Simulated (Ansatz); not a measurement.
**Pressure against volume in Cd**

The cell was found from a structure generator's guess, not taken from experiment.

Level of theory: DFT PBE, scalar-relativistic, plane waves, PAW (Ansatz). Settings of the last relaxation (1-atom cell): 420 eV, 20×20×20 k points, Gaussian smearing of 0.10 eV, no spin polarisation.

```
CELL_PARAMETERS angstrom
2.59648 -1.61169 0.00000
2.59648 1.61169 0.00000
-1.54691 0.00000 2.74897
ATOMIC_POSITIONS crystal
Cd 0.00000 0.00000 0.50000
```

The cell was set to several volumes, with shape and atoms relaxed at each where symmetry leaves them free. Pressure is positive in compression, and energies count from the lowest row. No row has a gap on its mesh.

```
row  V (Å³/atom)  P (GPa)  ΔE (meV/atom)
  1       20.246     7.18           49.9
  2       20.937     4.64           24.6
  3       21.627        ?              ?
  4       22.317     1.26            2.5
  5       23.007    -0.01            0.0
  6       23.698    -1.02            2.3
  7       24.388    -1.83            8.6
  8       25.308    -2.66           21.5
```

Task: Find B = −V·ΔP/ΔV from rows 4 and 6 and from rows 1 and 2, and from the two its slope B′ and its value B0 at zero pressure.

Result: Rows 4 and 6 give −(22.317 + 23.698)/2 × (-1.02 − (1.26))/(23.698 − 22.317) = 38.0 GPa at a mean pressure of 0.12 GPa. Rows 1 and 2 give −(20.246 + 20.937)/2 × (4.64 − (7.18))/(20.937 − 20.246) = 75.7 GPa at a mean pressure of 5.91 GPa. So B′ = (75.7 − 38.0)/(5.91 − (0.12)) = 6.51 and B0 = 38.0 − 6.51 × (0.12) = 37.2 GPa. A third-order Birch–Murnaghan fit to all the energies gives B0 = 36.5 GPa and B′ = 7.2.

Task: Estimate the pressure and energy of row 3.

Result: From row 5, V0 = 23.007 × (1 + (-0.01)/37.2) = 23.001 Å³/atom. Murnaghan's form P = (B0/B′)·[(V0/V)^B′ − 1] gives (37.2/6.51) × [(23.001/21.627)^6.51 − 1] = 2.82 GPa; the computed pressure is 2.58 GPa, so the estimate is off by +0.24 GPa. The work of compression from row 4, with the mean of the two pressures, gives ΔE = 2.5 + (2.82 + 1.26)/2 × (22.317 − 21.627)/160.2 × 1000 = 11.3 meV/atom (1 eV/Å³ = 160.2 GPa); the computed value is 9.3 meV/atom.

All volumes keep the k mesh of the relaxed cell. This cell was reached by moving the atoms of another relaxed cell at random and relaxing again, last within the group found; it had no such test of its own.
